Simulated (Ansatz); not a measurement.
Pt in several cubic structure types, each at its own equilibrium volume.

All numbers below come from Ansatz, PBE, plane waves, PAW datasets (generated hard set).

Settings: cutoff 700 eV; no spin polarisation; Fermi–Dirac smearing of 0.0612 eV; k-meshes 24³ (bcc), 24³ (fcc), 21³ (simple cubic).

(1) Rank the structures by energy per atom, lowest first.
A. simple cubic
B. bcc
C. fcc

(2) Give the equilibrium volume and bulk modulus of each.

Results:

(1) C (0.0 meV/atom), B (104 meV/atom), A (456 meV/atom).

(2) 
```tsv
structure	V₀ (Å³/atom)	B₀ (GPa)
bcc	15.83	238
fcc	15.65	248
simple cubic	18.07	185
```

Only these cubic types are compared here; the real ground state can be another structure or magnetic.

Model structures, not the usual forms at ambient conditions (metastable or hypothetical): Pt (bcc type), Pt (simple cubic type). The k-mesh is modest, so these values aren't fully converged in k.
